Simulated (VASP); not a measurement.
A run of VASP 6.6.1:

File POSCAR:

```
TaN
1.0
    2.9380011100      0.0000000000      0.0000000000
   -1.4690005500      2.5443836000      0.0000000000
    0.0000000000      0.0000000000      2.8830022100
Ta N
1 1
Direct
    0.3333333333      0.6666666667      0.5000000000
    0.0000000000      0.0000000000      0.0000000000
```

Contents of INCAR.step1:

```
PREC     = Accurate       # precision mode
ENCUT    = 520            # plane-wave cutoff, eV
EDIFF    = 1E-5           # SCF threshold, eV
ISMEAR   = -1             # smearing method
SIGMA    = 0.05           # smearing width, eV
LREAL    = False          # projectors in reciprocal space
LASPH    = True           # aspherical terms in the spheres
NELM     = 80             # most SCF steps
ALGO     = Normal         # electronic algorithm
ISIF     = 2              # what is computed and relaxed
LWAVE    = True           # write WAVECAR
LCHARG   = False          # write CHGCAR
NBANDS   = 15             # bands
GGA      = PE             # functional
```

The input INCAR.step2:

```
PREC     = Accurate       # precision mode
ENCUT    = 520            # plane-wave cutoff, eV
EDIFF    = 1E-6           # SCF threshold, eV
ISMEAR   = -1             # smearing method
SIGMA    = 0.05           # smearing width, eV
LREAL    = False          # projectors in reciprocal space
LASPH    = True           # aspherical terms in the spheres
NELM     = 80             # most SCF steps
ALGO     = Normal         # electronic algorithm
ISIF     = 2              # what is computed and relaxed
LWAVE    = False          # write WAVECAR
LCHARG   = False          # write CHGCAR
GGA      = PE             # functional
LHFCALC  = True           # exact exchange
AEXX     = 0.1            # exact-exchange fraction
PRECFOCK = Fast         
HFRCUT   = -1           
NBANDS   = 15             # bands
ISTART   = 1
```

The input KPOINTS:

```
Automatic mesh
0
Gamma
  5 5 5
```

Potentials or basis: VASP PAW PBE potentials, release 64 (Ta_pv, N).

Launch:

```bash
$ cat potpaw_PBE.64/Ta_pv/POTCAR potpaw_PBE.64/N/POTCAR > POTCAR
$ cp INCAR.step1 INCAR
$ mpirun -np 1 vasp_std > vasp.out
$ cp INCAR.step2 INCAR
$ mpirun -np 1 vasp_std > vasp.out
```

Hardware: 1 thread of Intel(R) Xeon(R) Platinum 8488C (Sapphire Rapids), on a shared host.

Problem. Estimate the wall time of this run.

Solution. Run time: 3.4 min on 1 thread of Intel(R) Xeon(R) Platinum 8488C (Sapphire Rapids), with other jobs on the host, peak memory 0.14 GiB. Counts: scf iterations 7, k points 15.
